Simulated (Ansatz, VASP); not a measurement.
## Two plane-wave programs on Al

```
Al
1.0
     0.00000    2.05042    2.05042
     2.05042    0.00000    2.05042
     2.05042    2.05042    0.00000
Al
1
Direct
  0.00000 0.00000 0.00000
```

Alike in both runs: functional PBE; k mesh 18 × 18 × 18; occupations gaussian, width 0.1 eV; no spin polarisation.

Ansatz relaxed the structure, and its values are those at the end. VASP's run is a single point on that final structure, the one shown.

|  | VASP | Ansatz |
| --- | --- | --- |
| version | VASP 6.6.1 | Ansatz 0.2.0 |
| potentials or method | VASP PAW PBE potentials, release 64 (Al) | scalar-relativistic, plane waves, PAW |
| plane-wave cutoff (eV) | 520 | 420 |
| valence electrons in the cell | 3 | 3 |

```tsv
	VASP	Ansatz	Ansatz less VASP
gap on the k mesh at the Fermi level (eV)	none	none	-
pressure (GPa)	-3.1	-3.1	+0.04
```

A gap of «none» marks a metal or a gap that the smearing closes.
